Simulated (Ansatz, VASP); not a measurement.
Two plane-wave programs on AlN

Contents of INCAR:

```
SYSTEM = AlN
PREC = Accurate
ENCUT = 600
EDIFF = 1E-7
ISMEAR = 0
SIGMA = 0.02
LREAL = .FALSE.
LASPH = .TRUE.
NELM = 60
ALGO = Normal
ISIF = 3
LWAVE = .FALSE.
LCHARG = .FALSE.
GGA = PS
IBRION = 2
NSW = 100
EDIFFG = -0.005
```

Contents of KPOINTS:

```
regular mesh
0
G
  10 10 10
  0 0 0
```

The input POSCAR:

```
AlN
1.0
    0.0000000000      2.1839935596      2.1839935596
    2.1839935596      0.0000000000      2.1839935596
    2.1839935596      2.1839935596      0.0000000000
Al N
1 1
Direct
    0.0000000000      0.0000000000      0.0000000000
    0.7500000000      0.7500000000      0.7500000000
```

Input for Ansatz:

```yaml
crystal:
  lattice:
    - [0.0, 2.1839935596, 2.1839935596]
    - [2.1839935596, 0.0, 2.1839935596]
    - [2.1839935596, 2.1839935596, 0.0]
  atoms:
    - { symbol: Al, position: [0.0, 0.0, 0.0] }
    - { symbol: "N", position: [0.75, 0.75, 0.75] }
basis:
  ecutwfc: 420
kpoints:
  mp_grid: { grid: [10, 10, 10] }
hamiltonian:
  xc: pbesol
scf:
  occupations: { method: gaussian, width: 0.02 }
output:
  forces: true
  stress: true
  eigenvalues: true
  write_density: true
  write_potential: true
  elf: true
  volumetric_format: npy
relax:
  adjacent_minimum: "off"
  f_tol: 0.005
  max_steps: 80
  cell: { stress_tol: 0.05 }
```

Measurements of this composition are mostly on another form, of space group No. 186.

Alike in both runs: task relaxation of cell and atoms; functional PBEsol; k mesh 10 × 10 × 10; occupations gaussian, width 0.02 eV; no spin polarisation.

|  | VASP | Ansatz |
| --- | --- | --- |
| version | VASP 6.6.1 | Ansatz 0.2.0 |
| potentials or method | VASP PAW PBE potentials, release 64 (Al, N) | scalar-relativistic, plane waves, PAW |
| plane-wave cutoff (eV) | 600 | 420 |
| valence electrons in the cell | 8 | 8 |

|  | VASP | Ansatz | Ansatz less VASP |
| --- | --- | --- | --- |
| gap on the k mesh at the Fermi level, each at its own relaxed structure (eV) | 3.18 | 3.19 | +0.008 |
| relaxed volume (Å³/atom) | 10.48 | 10.48 | +0.006 |
| relaxed cell length with the largest relative difference (Å) | 3.095 | 3.095 | +0.0006 |

Caveats: the PAW data sets were made with another functional, which shifts forces and pressure a little (VASP). A k mesh can miss the band edges.
